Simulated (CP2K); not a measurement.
Runs of CP2K 2026.2 on AlAu. Symmetry: Pm-3m, No. 221, cubic system. The conventional cell has a = 3.224 Å, b = 3.224 Å, c = 3.224 Å, α = 90.00°, β = 90.00°, γ = 90.00°. Au (site symmetry m-3m) is surrounded by 8 Al at 2.79 Å. Al (site symmetry m-3m) is surrounded by 8 Au at 2.79 Å. The cell comes from a database or a generator and needn't be the stable form of this composition.

| task | level | potentials or basis | cell | smearing | EPS_DEFAULT | NGRIDS | points a segment of the path (NPOINTS) | bands added on the path | gap on the mesh (eV) | pressure (GPa) |
| --- | --- | --- | --- | --- | --- | --- | --- | --- | --- | --- |
| single point | PBEsol | POTENTIAL_UZH Au GTH-PBE-q11, Al GTH-PBE-q3; TZVP-MOLOPT-PBE-GTH basis | atoms moved at random, drawn with an rms of 0.05 Å | fermi-dirac 0.05 eV | 1.0E-10 | 5 | - | - | none | -1.6 |
| single point | PBEsol | POTENTIAL_UZH Au GTH-PBE-q11, Al GTH-PBE-q3; TZVP-MOLOPT-PBE-GTH basis | as given | fermi-dirac 0.05 eV | 1.0E-10 | 4 | - | - | none | (a) |
| band structure | PBEsol | POTENTIAL_UZH Au GTH-PBE-q11, Al GTH-PBE-q3; TZVP-MOLOPT-PBE-GTH basis | as given | fermi-dirac 0.0259 eV | 1.0E-9 | 4 | 6 | 4 | none | -1.9 |
| band structure | LDA | GTH_POTENTIALS Au GTH-PADE-q11, Al GTH-PADE-q3; TZVP-MOLOPT-PBE-GTH basis | as given | fermi-dirac 0.0259 eV | 1.0E-10 | 4 | 8 | 2 | none | -6.4 |

Alike in all rows: no spin polarisation; k mesh 8 × 8 × 8.

Problem. Fill in the values left out.

Solution. (a) -1.8.

Caveats: the basis of atomic orbitals isn't converged, which shifts pressures, moduli and gaps; the potentials were made for another functional, which shifts forces and pressure (some runs); spin-orbit coupling is left out, which moves the levels of the heavy elements (some runs).

A k mesh can miss the band edges, and the runs leave out spin-orbit coupling on Au.

A gap of «none» marks a metal or a gap under the smearing width.
